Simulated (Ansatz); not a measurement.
**Phonons of Au-Re-Au stack of (100) layers**

Question: is the lattice of Au-Re-Au stack of (100) layers stable, and if so, what are its coupling constant and resistivity?

Main program and level: Ansatz 0.2.0; DFT PBE, scalar-relativistic, plane waves, PAW.

### 1. The structure

The cell holds 3 atoms: 2 Au and 1 Re. Its edges and angles: a = 2.750 Å, b = 2.750 Å, c = 14.889 Å, α = 90.0°, β = 90.0°, γ = 90.0°. Vacuum lies along c.

### 2. Rough relaxation

Large forces or a large pressure at the start call for a first relaxation with loose thresholds.

Input file input.yaml:

```yaml
crystal:
  lattice:
    - [2.74983, 0.0, 0.0]
    - [0.0, 2.74983, 0.0]
    - [0.0, 0.0, 14.88884]
  atoms:
    - { symbol: Au, position: [0.0, 0.0, 0.36940419] }
    - { symbol: Re, position: [0.5, 0.5, 0.5] }
    - { symbol: Au, position: [0.0, 0.0, 0.63059581] }
  periodic: [true, true, false]
kpoints:
  mp_grid: { grid: [8, 8, 1] }
hamiltonian:
  xc: pbe
scf:
  occupations: { method: gaussian, width: 0.1 }
output:
  forces: true
  stress: true
  eigenvalues: true
relax:
  adjacent_minimum: "off"
  f_tol: 0.05
  max_steps: 80
  cell: { stress_2d_tol: 0.02 }
```

Launch:

```
$ ansatz run input.yaml --threads 4 --pin off --max-ram 16384MiB --backend cpu --events-out ev --progress --plain --runs-dir out
```

Numbers of over 12 decimals in the logs are rounded to 6 here.

The program printed:

```text
Warning: crystal.periodic: the lattice vector that does not repeat stood 0.000° off the slab's normal, 14.889 Å along it as the deck builds it. The run solves the slab on a vector along the normal, 31.578 Å long, with every atom where it was (on the deck's vector they left 11.00 Å outside them, and the widest stretch free of ions among them is 1.94 Å). A fractional position that the run reports is one of the run's ce [...]
The last accepted step is kept in <dir> (removed where the run ends without a failure and the disk answers)
crystal.periodic: the lattice vector that does not repeat stood 0.000° off the slab's normal, 14.889 Å along it as the deck builds it. The run solves the slab on a vector along the normal, 31.578 Å long, with every atom where it was (on the deck's vector they left 11.00 Å outside them, and the widest stretch free of ions among them is 1.94 Å). A fractional position that the run reports is one of the run's cell, which [...]
Engine: ansatz 0.2.0, aarch64-unknown-linux-gnu
Pseudopotentials: kind: paw
Pseudopotential: Au, paw, valence charge 19, recommended cutoff 420 eV (normal), Au.paw.azcp
Pseudopotential: Re, paw, valence charge 15, recommended cutoff 420 eV (normal), Re.paw.azcp
Functional definition: PBE
  parameter kappa = 0.804
  parameter beta = 0.066725
  exchange = pbe_x(kappa = kappa, mu = beta*pi^2/3)
  correlation = pbe_c(beta = beta)
Crystal: 3 atoms, lattice volume = 238.777 Å³
Basis set: ecut = 420 eV, 4773 PW (Γ), exchange–correlation on 40×40×432 points (8 copies of the dense FFT grid, shifted against one another)
Bands: 32, of which v1, the nominal top of the filled ones, is band 27 counted from 1 (26 counted from 0)
Symmetry: 16 space group operations
Space group: P4/mmm (ITA 123), of the structure as read, at distance tolerance 6.2e-5 Å
k-points: 15 of 64
Non-local potential: Au, projectors of the file, l = 0: 3, l = 1: 2, l = 2: 2, l = 3: 1
Non-local potential: Re, projectors of the file, l = 0: 3, l = 1: 2, l = 2: 2, l = 3: 1
PAW form: soft (Blöchl's): semilocal exchange-correlation on the pseudo side does not see the compensation charge
PAW one-centre angular grid: Au, 590 points (default); XC on 64 Gauss nodes
PAW one-centre angular grid: Re, 590 points (default); XC on 64 Gauss nodes
Initial density: superposition of atomic densities (neutral atoms: chi_scale 0, normalization atom), corrected by the library's trained network
Initial wavefunctions: pseudopotential atomic-orbital guess
Functional: x = pbe(κ = 0.804, μ = 0.219515), c = pbe(β = 0.066725)
SCF iter   1: F=—  HF=-37164.361999 eV  |F-HF|=—  |Δ(HF+E_count)|=         —  Δρ=5.93e-3  dr2=3.16e-1  ethr=1.77e-3  ⟨swp⟩=14.8  Hψ=3735  notcnv=0
preconditioner: auto → LDOS  [metal: Δε(μ)=0.074 eV  Ē_g=7.452 eV  σ=0.100 eV  W_gap=0.39  n_scr=20 (ndim 8)  ℏωp=12.9 eV  f_vac=0.750  D(μ)=2.98/eV (n_scr^D=14)  β→1.0]
SCF iter   2: F=—  HF=-37164.336380 eV  |F-HF|=—  |Δ(HF+E_count)|=   2.56e-2  Δρ=4.57e-3  dr2=6.36e-2  ethr=5.96e-4  ⟨swp⟩=3.6  Hψ=1157  notcnv=0  defer=17
SCF iter   3: F=—  HF=-37164.326238 eV  |F-HF|=—  |Δ(HF+E_count)|=   1.01e-2  Δρ=1.30e-3  dr2=2.76e-2  ethr=1.20e-4  ⟨swp⟩=3.5  Hψ=1049  notcnv=0  defer=17
SCF iter   4: F=—  HF=-37164.324198 eV  |F-HF|=—  |Δ(HF+E_count)|=   2.04e-3  Δρ=7.23e-4  dr2=9.17e-3  ethr=5.21e-5  ⟨swp⟩=1.5  Hψ=532  notcnv=0  defer=17
SCF iter   5: F=—  HF=-37164.323680 eV  |F-HF|=—  |Δ(HF+E_count)|=   5.18e-4  Δρ=2.36e-4  dr2=2.98e-4  ethr=1.73e-5  ⟨swp⟩=2.8  Hψ=783  notcnv=0  defer=17
SCF iter   6: F=—  HF=-37164.323702 eV  |F-HF|=—  |Δ(HF+E_count)|=   2.20e-5  Δρ=6.96e-5  dr2=3.73e-5  ethr=5.63e-7  ⟨swp⟩=3.4  Hψ=1022  notcnv=0  defer=17
SCF iter   7: F=—  HF=-37164.323717 eV  |F-HF|=—  |Δ(HF+E_count)|=   1.58e-5  Δρ=2.20e-5  dr2=1.51e-6  ethr=7.04e-8  ⟨swp⟩=3.5  Hψ=966  notcnv=0  defer=17
SCF iter   8: F=—  HF=-37164.323719 eV  |F-HF|=—  |Δ(HF+E_count)|=   1.38e-6  Δρ=6.26e-6  dr2=1.73e-7  ethr=2.85e-9  ⟨swp⟩=3.7  Hψ=1095  notcnv=0  defer=17
SCF iter   9: F=-37164.323719 eV  HF=-37164.323719 eV  |F-HF|=1.54e-8  |Δ(HF+E_count)|=   9.36e-8  Δρ=1.34e-6  dr2=4.32e-9  ethr=1.89e-10  ⟨swp⟩=20.3  Hψ=3267  notcnv=0
SCF 1 converged in 9 iterations: F = -37164.323719 eV  dr2 = 4.32e-9
  greatest PAW one-centre occupation: 1.000 electrons in one spin orbital (limit 2), on the Au atom at site 2 (counted from 0), in its partial waves of l = 0
relax step   1: F+E_penalty+E_count = -37164.32371893 eV  Δ(F+E_penalty+E_count) = +0.000e0 eV  max|allowed force component| = 9.380e-1 eV/Å  Δτ_max = 0.0000 Å  P = +5.400 N/m  Ω = 238.777 Å³  fix = [c, alpha, beta]  reactions: c +0.000 N/m  (9 SCF iters, dr2 threshold 1.00e-7 eV, accepted)
Crystal: 3 atoms, lattice volume = 244.513 Å³
Basis set: ecut = 420 eV, 4861 PW (Γ), exchange–correlation on 40×40×432 points (8 copies of the dense FFT grid, shifted against one another)
Initial density: handed on by an earlier stage of this run
Initial wavefunctions: those handed on with the density
iter 1 solved again at ethr=7.87e-4 eV; its pass at ethr=3.10e-3 eV (dr2=4.17e-1 eV) is discarded
SCF iter   1: F=—  HF=-37164.456990 eV  |F-HF|=—  |Δ(HF+E_count)|=         —  Δρ=1.14e-2  dr2=4.28e-1  ethr=7.87e-4  ⟨swp⟩=1.7  Hψ=3524  notcnv=0
preconditioner: auto → LDOS  [metal: Δε(μ)=0.039 eV  Ē_g=6.993 eV  σ=0.100 eV  W_gap=0.22  n_scr=20 (ndim 8)  ℏωp=12.8 eV  f_vac=0.742  D(μ)=4.44/eV (n_scr^D=18)  β→1.0]
SCF iter   2: F=—  HF=-37164.459331 eV  |F-HF|=—  |Δ(HF+E_count)|=   2.34e-3  Δρ=9.30e-3  dr2=5.92e-1  ethr=7.87e-4  ⟨swp⟩=3.9  Hψ=1124  notcnv=0
SCF iter   3: F=—  HF=-37164.375519 eV  |F-HF|=—  |Δ(HF+E_count)|=   8.38e-2  Δρ=2.67e-3  dr2=7.75e-2  ethr=7.87e-4  ⟨swp⟩=2.8  Hψ=1059  notcnv=0  defer=14
SCF iter   4: F=—  HF=-37164.369558 eV  |F-HF|=—  |Δ(HF+E_count)|=   5.96e-3  Δρ=1.30e-3  dr2=8.81e-3  ethr=1.46e-4  ⟨swp⟩=2.9  Hψ=867  notcnv=0  defer=14
SCF iter   5: F=—  HF=-37164.368808 eV  |F-HF|=—  |Δ(HF+E_count)|=   7.50e-4  Δρ=3.81e-4  dr2=1.73e-3  ethr=1.66e-5  ⟨swp⟩=3.4  Hψ=952  notcnv=0  defer=14
SCF iter   6: F=—  HF=-37164.368751 eV  |F-HF|=—  |Δ(HF+E_count)|=   5.71e-5  Δρ=1.15e-4  dr2=1.07e-4  ethr=3.27e-6  ⟨swp⟩=2.8  Hψ=774  notcnv=0  defer=14
SCF iter   7: F=—  HF=-37164.368770 eV  |F-HF|=—  |Δ(HF+E_count)|=   1.92e-5  Δρ=3.35e-5  dr2=1.81e-5  ethr=2.01e-7  ⟨swp⟩=3.3  Hψ=898  notcnv=0  defer=14
SCF iter   8: F=—  HF=-37164.368770 eV  |F-HF|=—  |Δ(HF+E_count)|=   3.55e-7  Δρ=1.15e-5  dr2=6.77e-7  ethr=3.42e-8  ⟨swp⟩=3.3  Hψ=883  notcnv=0  defer=14
SCF iter   9: F=-37164.368771 eV  HF=-37164.368771 eV  |F-HF|=1.32e-8  |Δ(HF+E_count)|=   6.22e-7  Δρ=5.63e-6  dr2=1.60e-7  ethr=5.66e-10  ⟨swp⟩=17.5  Hψ=3218  notcnv=0
SCF 2 converged in 9 iterations: F = -37164.368771 eV  dr2 = 1.60e-7
relax step   2: F+E_penalty+E_count = -37164.36877072 eV  Δ(F+E_penalty+E_count) = -4.505e-2 eV  max|allowed force component| = 4.675e-1 eV/Å  Δτ_max = 0.1916 Å  P = -6.480 N/m  Ω = 244.513 Å³  energy of the carried Pulay correction = -7.048e-4 eV  fix = [c, alpha, beta]  reactions: c -0.000 N/m  (9 SCF iters, dr2 threshold 3.00e-7 eV, accepted)
Crystal: 3 atoms, lattice volume = 238.780 Å³
iter 1 solved again at ethr=1.25e-4 eV; its pass at ethr=3.10e-3 eV (dr2=6.61e-2 eV) is discarded
SCF iter   1: F=—  HF=-37164.450102 eV  |F-HF|=—  |Δ(HF+E_count)|=         —  Δρ=3.57e-3  dr2=5.93e-2  ethr=1.25e-4  ⟨swp⟩=3.7  Hψ=3368  notcnv=0
preconditioner: auto → LDOS  [metal: Δε(μ)=0.066 eV  Ē_g=6.996 eV  σ=0.100 eV  W_gap=0.35  n_scr=20 (ndim 8)  ℏωp=12.9 eV  f_vac=0.744  D(μ)=4.18/eV (n_scr^D=16)  β→1.0]
SCF iter   2: F=—  HF=-37164.445110 eV  |F-HF|=—  |Δ(HF+E_count)|=   4.99e-3  Δρ=2.72e-3  dr2=4.22e-2  ethr=1.12e-4  ⟨swp⟩=2.8  Hψ=914  notcnv=0
SCF iter   3: F=—  HF=-37164.440368 eV  |F-HF|=—  |Δ(HF+E_count)|=   4.74e-3  Δρ=9.81e-4  dr2=7.62e-3  ethr=7.96e-5  ⟨swp⟩=2.9  Hψ=954  notcnv=0  defer=1
SCF iter   4: F=—  HF=-37164.439782 eV  |F-HF|=—  |Δ(HF+E_count)|=   5.86e-4  Δρ=3.35e-4  dr2=1.11e-3  ethr=1.44e-5  ⟨swp⟩=2.4  Hψ=839  notcnv=0  defer=3
SCF iter   5: F=—  HF=-37164.439731 eV  |F-HF|=—  |Δ(HF+E_count)|=   5.05e-5  Δρ=9.57e-5  dr2=5.71e-5  ethr=2.10e-6  ⟨swp⟩=3.0  Hψ=881  notcnv=0  defer=3
SCF iter   6: F=—  HF=-37164.439741 eV  |F-HF|=—  |Δ(HF+E_count)|=   9.83e-6  Δρ=2.92e-5  dr2=8.38e-6  ethr=1.08e-7  ⟨swp⟩=3.3  Hψ=1001  notcnv=0  defer=4
SCF iter   7: F=—  HF=-37164.439742 eV  |F-HF|=—  |Δ(HF+E_count)|=   9.48e-7  Δρ=8.86e-6  dr2=1.18e-6  ethr=1.58e-8  ⟨swp⟩=3.0  Hψ=831  notcnv=0  defer=4
SCF iter   8: F=-37164.439742 eV  HF=-37164.439742 eV  |F-HF|=7.39e-8  |Δ(HF+E_count)|=   1.87e-7  Δρ=3.46e-6  dr2=4.10e-8  ethr=5.66e-10  ⟨swp⟩=15.0  Hψ=3064  notcnv=0
SCF 3 converged in 8 iterations: F = -37164.439742 eV  dr2 = 4.10e-8
relax step   3: F+E_penalty+E_count = -37164.43974248 eV  Δ(F+E_penalty+E_count) = -7.097e-2 eV  max|allowed force component| = 6.841e-2 eV/Å  Δτ_max = 0.0421 Å  P = -1.691 N/m  Ω = 238.780 Å³  energy of the carried Pulay correction = -4.656e-7 eV  fix = [c, alpha, beta]  reactions: c -0.000 N/m  (8 SCF iters, dr2 threshold 3.00e-7 eV, accepted)
[...]
relax step   4: F+E_penalty+E_count = -37164.44438811 eV  Δ(F+E_penalty+E_count) = -4.646e-3 eV  max|allowed force component| = 3.706e-2 eV/Å  Δτ_max = 0.0008 Å  P = -0.028 N/m  Ω = 236.278 Å³  energy of the carried Pulay correction = +3.123e-4 eV  fix = [c, alpha, beta]  reactions: c -0.000 N/m  (9 SCF iters, dr2 threshold 3.00e-7 eV, accepted)
[...]
relax step   5: F+E_penalty+E_count = -37164.44489826 eV  Δ(F+E_penalty+E_count) = -5.101e-4 eV  max|allowed force component| = 1.860e-2 eV/Å  Δτ_max = 0.0078 Å  P = +0.001 N/m  Ω = 235.760 Å³  energy of the carried Pulay correction = +3.775e-4 eV  fix = [c, alpha, beta]  reactions: c +0.000 N/m  (9 SCF iters, dr2 threshold 1.04e-9 eV, accepted)
Initial wavefunctions: pseudopotential atomic-orbital guess (no wavefunctions were taken with the density)
iter 1 solved again at ethr=1.57e-7 eV; its pass at ethr=3.10e-3 eV (dr2=8.31e-5 eV) is discarded
SCF iter   1: F=—  HF=-37164.444525 eV  |F-HF|=—  |Δ(HF+E_count)|=         —  Δρ=1.98e-5  dr2=1.48e-7  ethr=1.57e-7  ⟨swp⟩=6.7  Hψ=5960  notcnv=0
preconditioner: auto → LDOS  [metal: Δε(μ)=0.072 eV  Ē_g=7.146 eV  σ=0.100 eV  W_gap=0.38  n_scr=20 (ndim 8)  ℏωp=13.0 eV  f_vac=0.743  D(μ)=4.40/eV (n_scr^D=18)  β→1.0]
SCF iter   2: F=—  HF=-37164.444535 eV  |F-HF|=—  |Δ(HF+E_count)|=   1.00e-5  Δρ=4.39e-6  dr2=3.01e-8  ethr=2.78e-10  ⟨swp⟩=4.9  Hψ=1618  notcnv=0
SCF iter   3: F=—  HF=-37164.444535 eV  |F-HF|=—  |Δ(HF+E_count)|=   9.33e-9  Δρ=2.04e-6  dr2=1.06e-8  ethr=5.68e-11  ⟨swp⟩=3.0  Hψ=1123  notcnv=0
SCF iter   4: F=—  HF=-37164.444535 eV  |F-HF|=—  |Δ(HF+E_count)|=   7.86e-9  Δρ=5.94e-7  dr2=8.20e-10  ethr=2.00e-11  ⟨swp⟩=3.3  Hψ=953  notcnv=0
SCF iter   5: F=—  HF=-37164.444535 eV  |F-HF|=—  |Δ(HF+E_count)|=  9.53e-10  Δρ=1.36e-7  dr2=1.77e-10  ethr=1.55e-12  ⟨swp⟩=3.1  Hψ=1048  notcnv=0
SCF iter   6: F=—  HF=-37164.444535 eV  |F-HF|=—  |Δ(HF+E_count)|=  9.82e-10  Δρ=6.69e-8  dr2=4.51e-11  ethr=1.00e-12  ⟨swp⟩=1.6  Hψ=589  notcnv=0
SCF iter   7: F=—  HF=-37164.444535 eV  |F-HF|=—  |Δ(HF+E_count)|=  3.57e-10  Δρ=3.22e-8  dr2=2.77e-12  ethr=1.00e-12  ⟨swp⟩=14.8  Hψ=4039  notcnv=0
SCF iter   8: F=-37164.444535 eV  HF=-37164.444535 eV  |F-HF|=3.64e-11  |Δ(HF+E_count)|=    0.00e0  Δρ=1.11e-8  dr2=8.68e-13  ethr=1.00e-12  ⟨swp⟩=8.5  Hψ=2631  notcnv=0
SCF 6 converged in 8 iterations: F = -37164.444535 eV  dr2 = 8.68e-13
relax step   6: F+E_penalty+E_count = -37164.44453502 eV  Δ(F+E_penalty+E_count) = +3.632e-4 eV  max|allowed force component| = 1.866e-2 eV/Å  Δτ_max = 0.0000 Å  P = -0.002 N/m  Ω = 235.760 Å³  fix = [c, alpha, beta]  reactions: c -0.000 N/m  stress off target by 1.68e-3 N/m on what of the cell is left free  SCF on the basis re-selected at this cell (its energy is not comparable with the rows above)  (8 SCF iters)
basis re-selected at this cell: Δ(F+E_penalty+E_count) = +3.632e-4 eV, ΔP = -0.002 N/m vs the last step (what re-selecting the basis moved, of the pressure what is left beyond the Pulay correction that the steps carried, after the strain that the cell walked since its last selection, with what the two solves' SCF thresholds leave and, on support functions, any second-order correction that the steps lacked; it is no m [...]
SCF converged after 8 iterations
Free energy (F): -37164.444535 eV
Harris-Foulkes:  -37164.444535 eV  (|F-HF|=3.64e-11)
Internal energy: -37164.422539 eV  (E = F + TS)
E sigma→0 (E₀):  -37164.433537 eV
Entropy (-TS):   -0.021996 eV (-7.332 meV/atom)
Fermi energy:    -5.226347 eV
--- Per-component energies (eV) ---
  E_band       = -1909.362510
  E_kinetic    = 1745.723850
  E_local      = -201527.421088  (includes V_loc(G=0)·N_el)
  E_nonlocal   = 197.173177
  E_hartree    = 99695.636021
  E_xc         = -857.486244
  E_vxc        = -851.309940  (∫ρ·V_xc dr)
  E_paw        = -28071.477178  (= ΣΔE_a)
  E_vpaw       = -864.803056  (= ΣTr[D̂ρ^β])
  E_aug_tail   = 0.002751  (compensation charges beyond the density's cutoff)
  E_ewald      = 91653.426172
  E_smearing   = -0.021996  (= −TS)
  E_closure    = 0.000000  (closes the sum)
  Σ components = -37164.444535   (vs F -37164.444535, Δ=0.00e0)
--- Forces (eV/Å), atoms counted from 1 ---
  atom   1  Au    -0.00000000     0.00000000    -0.01865946
  atom   2  Re     0.00000000    -0.00000000     0.00000000
  atom   3  Au     0.00000000    -0.00000000     0.01865946
  max |Σ_I F_I| component: 1.26e-29 eV/Å
--- 2D stress c σ (N/m, compression-positive) ---
       -0.001680       0.000000       0.000000
        0.000000      -0.001680      -0.000000
        0.000000      -0.000000      -0.000000
  P = ½ c Tr σ = -0.0017 N/m
--- Band table (eV; the first three rows and the last of 15) ---
  k-point 0: bands = [... 23 lower, -7.7916, -7.4258, -7.3974, -5.7803, -4.3127, -3.9188, -3.9188, -2.6161, ... 1 higher]
  k-point 1: bands = [... 23 lower, -7.6636, -7.6636, -7.6004, -5.3119, -5.1416, -3.8478, -3.0708, -2.5281, ... 1 higher]
  k-point 2: bands = [... 23 lower, -8.1940, -8.1339, -6.6204, -5.8523, -3.9648, -3.9185, -3.7370, -0.8975, ... 1 higher]
  k-point 14: bands = [... 23 lower, -6.1807, -6.1801, -4.2950, -1.7272, -1.7272, -0.5754, 1.2749, 1.7470, ... 1 higher]
--- Relaxed structure (5 steps of the walk, 5 accepted, 1 SCFs on fresh bases) ---
  F+E_penalty+E_count = -37164.44453502 eV   max|allowed force component| = 1.866e-2 eV/Å   (the final SCF, on the basis selected at the relaxed cell)
  cell:  # Å, volume = 235.7601 Å³
    - [2.732405, 0, 0]
    - [0, 2.732405, 0]
    - [0, 0, 31.577680]
  atoms:
    - { symbol: Au, position: [0, 0, 0.169221] }
    - { symbol: Re, position: [0.500000, 0.500000, 0.235749] }
    - { symbol: Au, position: [0, 0, 0.302278] }
```

It took 15 s on 4 threads of Arm Neoverse V1, shared host; peak memory 0.61 GiB.

The steps of the relaxation:

| step | energy less that of the first step (eV) | largest force component (eV/Å) | volume (Å³) |
| --- | --- | --- | --- |
| 1 | 0.0000 | 0.9380 | 238.78 |
| 2 | -0.0451 | 0.4675 | 244.51 |
| 3 | -0.1160 | 0.0684 | 238.78 |
| 4 | -0.1207 | 0.0371 | 236.28 |
| 5 | -0.1212 | 0.0186 | 235.76 |
| 6* | -0.1208 | 0.0187 | 235.76 |

Relaxation steps marked * repeat the geometry before them on a plane-wave basis chosen anew for their cell, so energy and pressure can jump there.

The run keeps the 16 symmetry operations that it works with, so distortions that break them were not tested.

| cell as run | before | after | change |
| --- | --- | --- | --- |
| a (Å) | 2.750 | 2.732 | -0.6 % |
| b (Å) | 2.750 | 2.732 | -0.6 % |

The atoms that moved most (Å, along periodic axes as changes of fractional coordinates times the final cell, across vacuum about the mean position):

| atom | dx | dy | dz | length |
| --- | --- | --- | --- | --- |
| Au3 | 0.000 | 0.000 | 0.156 | 0.156 |
| Au1 | 0.000 | 0.000 | -0.156 | 0.156 |

The relaxed structure:

```xyz
3
Lattice="2.7324 0.0000 0.0000 0.0000 2.7324 0.0000 0.0000 0.0000 31.5777" Properties=species:S:1:pos:R:3
Au    0.0000    0.0000    5.3436
Re    1.3662    1.3662    7.4444
Au    0.0000    0.0000    9.5452
```

This step gave:

- metallic on mesh: yes
- gap on the k-mesh: 0 eV

The relaxation ends with a largest force component of 0.019 eV/Å.

(Part 1 of 3 ends here.)

[Logs are printed without paths, hosts, clocks, repeated set-up lines and the standing remarks that a program may print on its own settings, such as how far it seeks lower states.]

[Hosts, paths, dates, database ids (printed as entryN), source tags and the programs' standing remarks are cut or masked in the printed files.]
